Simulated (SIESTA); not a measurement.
**Si2Mo under changes of volume**

One of the cells (13.416 Å³/atom); the others are scaled copies at fixed shape and fractional positions:

```
CELL_PARAMETERS angstrom
-1.60000 1.60000 3.93050
1.60000 -1.60000 3.93050
1.60000 1.60000 -3.93050
ATOMIC_POSITIONS crystal
Mo 0.00000 0.00000 0.00000
Si 0.66700 0.66700 0.00000
Si 0.33300 0.33300 0.00000
```

| Property | Result |
| --- | --- |
| Program | SIESTA 5.4.2 |
| Functional | LDA |
| Potentials or basis | PseudoDojo 0.4 standard (LDA files) |
| Basis | DZP (energy shift 0.003 Ry; two zetas on semicore shells) |
| Grid cutoff | 800 Ry |
| Energy shift | 0.003 Ry |
| k mesh | 12 × 12 × 12 |
| Occupations | fermi-dirac, width 0.05 eV |
| Spin | no spin polarisation |

| volume (Å³/atom) | energy over the lowest point (meV/atom) | pressure (GPa) | largest force (eV/Å) |
| --- | --- | --- | --- |
| 12.611 | ? | ? | ? |
| 12.879 | 2.71 | 4.0 | 0.278 |
| 13.148 | 0.00 | -0.7 | 0.309 |
| 13.416 | 4.73 | -4.9 | 0.338 |
| 13.684 | 16.13 | -8.6 | 0.366 |
| 13.953 | 33.51 | -12.0 | 0.392 |
| 14.221 | 56.27 | -15.0 | 0.417 |

**Question.** What does the run at 12.611 Å³/atom give?

**Answer.** Energy over the lowest point 13.75 meV/atom; pressure 9.3 GPa; largest force 0.245 eV/Å.

Worked out: A Birch-Murnaghan fit of order 3 (a polynomial in V^(-2/3)) to the other rows has its minimum at 13.11 Å³/atom with B0 = V·E''(V) = 220 GPa and B' = 4.3 at fixed shape and positions, which overstates the stiffness. It gives 13.66 meV/atom at 12.611 Å³/atom, against the run's 13.75, and -dE/dV = 9.2 GPa, against 9.3.

Energies are extrapolated to zero smearing.

Caveats: the basis of atomic orbitals isn't converged, which shifts pressures, moduli and gaps.
